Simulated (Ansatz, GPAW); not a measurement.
Given: the input of a run of GPAW 26.7.0 (ASE script) on PtS2. 

The input run.py:

```python
from ase.dft.bandgap import bandgap
from ase.io import read, write
from ase.units import GPa
from gpaw import GPAW, PW

atoms = read('POSCAR')

calc = GPAW(mode=PW(600),
            xc='PBE',
            kpts={'size': (9, 9, 5), 'gamma': True},
            occupations={'name': 'methfessel-paxton', 'order': 0, 'width': 0.024},
            nbands=26,
            convergence={'density': 1e-05, 'energy': 1e-05},
            maxiter=150,
            txt='gpaw.txt')
atoms.calc = calc
energy = atoms.get_potential_energy()
forces = atoms.get_forces()
stress = atoms.get_stress()
calc.write('gs.gpw')
write('result.traj', atoms)
print(f'Energy: {energy:.6f} eV')
print('Forces (eV/A):')
print(forces.round(4))
print('Stress (GPa):', (stress / GPa).round(3))
print('Fermi level:', round(calc.get_fermi_level(), 4), 'eV')
print(f'Gap: {bandgap(calc)[0]:.4f} eV, direct: {bandgap(calc, direct=True)[0]:.4f} eV')
```

Contents of POSCAR:

```
PtS2
1.0
    3.5432000000      0.0000000000      0.0000000000
   -1.7716000000      3.0685012107      0.0000000000
    0.0000000000      0.0000000000      5.0388000000
Pt S
1 2
Direct
    0.0000000000      0.0000000000      0.0000000000
    0.6666666667      0.3333333333      0.7730000000
    0.3333333333      0.6666666667      0.2270000000
```

Potentials or basis: GPAW PAW data sets (gpaw-data 1.2.1), pw.

Command:

```bash
$ OMP_NUM_THREADS=1 python run.py
```

Task: Set up the same calculation for Ansatz 0.2.0. Potentials or basis there: Ansatz PAW, cutoff 420 eV.

Result: As run (cutoffs and basis follow the program's own potentials, and thresholds, step limits or extra output files can differ):

Contents of input.yaml:

```yaml
crystal:
  lattice:
    - [3.5432, 0.0, 0.0]
    - [-1.7716, 3.0685012107, 0.0]
    - [0.0, 0.0, 5.0388]
  atoms:
    - { symbol: Pt, position: [0.0, 0.0, 0.0] }
    - { symbol: S, position: [0.6666666667, 0.3333333333, 0.773] }
    - { symbol: S, position: [0.3333333333, 0.6666666667, 0.227] }
hamiltonian:
  xc: pbe
  pseudopotentials: { kind: paw }
kpoints:
  mp_grid: { grid: [9, 9, 5] }
scf:
  occupations: { method: gaussian, width: 0.024 }
output:
  forces: true
  stress: true
  eigenvalues: true
```

Potentials or basis: Ansatz PAW.

Launch:

```bash
$ ansatz run input.yaml --threads 2 --pin off --max-ram 5632MiB --backend cpu --events-out ev --progress --plain --runs-dir out
```

Both were run:

|  | GPAW | Ansatz |
| --- | --- | --- |
| Pressure | 11.7 GPa | 11.6 GPa |
| Largest force | 1.292 eV/Å | 1.257 eV/Å |

Ansatz's pressure holds a Pulay term of +0.03 GPa for its cutoff of 420 eV, which the other run lacks.

The potentials hold 28 and 30 valence electrons a cell.

Where Ansatz's input types no cutoff or centring, it takes its own default and a Γ-centred mesh.

The cell lies far from this level's equilibrium.

Pressure is positive in compression.
